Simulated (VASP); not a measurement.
Set up this calculation in VASP 6.6.1, as the native input.

```yaml
Task: relaxation of cell and atoms
Functional: PBEsol
Potentials_or_basis: VASP PAW PBE potentials, release 64 (Zr_sv)
Cutoff: 300 eV
k_mesh: 16 × 16 × 16
Occupations: gaussian, width 0.1 eV
Spin: no spin polarisation
Further_INCAR_settings: ALGO = Normal; EDIFF = 1e-07; IBRION = 2; EDIFFG = -0.005; NSW = 90; ISIF = 3
```

The structure of Zr lies in POSCAR:

```
Zr
1.0
   -1.7908472700      1.7908472700      1.7908472700
    1.7908472700     -1.7908472700      1.7908472700
    1.7908472700      1.7908472700     -1.7908472700
Zr
1
Direct
    0.0000000000      0.0000000000      0.0000000000
```

This isn't the form of Zr at room conditions, which is hcp.

These files were run (other wordings do the same):

INCAR

```
SYSTEM = Zr
PREC     = Accurate       ! precision mode
ENCUT    = 300            ! plane-wave cutoff, eV
EDIFF    = 1E-7           ! SCF threshold, eV
ISMEAR   = 0              ! smearing method
SIGMA    = 0.1            ! smearing width, eV
LREAL    = .False.        ! projectors in reciprocal space
LASPH    = .True.         ! aspherical terms in the spheres
NELM     = 100            ! most SCF steps
ALGO     = Normal         ! electronic algorithm
ISIF     = 3              ! what is computed and relaxed
LWAVE    = .False.        ! write WAVECAR
LCHARG   = .False.        ! write CHGCAR
GGA      = PS             ! functional
IBRION   = 2              ! ionic algorithm
NSW      = 90             ! ionic steps
EDIFFG   = -0.005         ! ionic threshold
```

KPOINTS

```
regular mesh
0
Gamma
  16 16 16
  0 0 0
```

Potentials or basis: VASP PAW PBE potentials, release 64 (Zr_sv).

Command:

```console
$ cat potpaw_PBE.64/Zr_sv/POTCAR > POTCAR
$ mpirun -np 1 vasp_std > vasp.out
```

It gave:

| Property | Result |
| --- | --- |
| Relaxed volume | 21.66 Å³/atom |
| Relaxed cell | a = 3.042 Å, b = 3.042 Å, c = 3.042 Å, α = 109.47°, β = 109.47°, γ = 109.47° |
| Space group after relaxing (to 0.05 Å) | Im-3m (No. 229) |
| Energy gained by relaxing | 21.0 meV/atom |
| Ionic steps | 3 |
| Pressure after relaxing | 0.0 GPa |
| Band gap on the k mesh | none (metal or under the smearing width) |

Caveat: the PAW data sets were made with another functional, which shifts forces and pressure a little.

Wall time 34 s on 1 thread of Intel(R) Xeon(R) Platinum 8259CL CPU @ 2.50GHz (Skylake/Cascade Lake), on a shared host, peak memory 0.13 GiB.
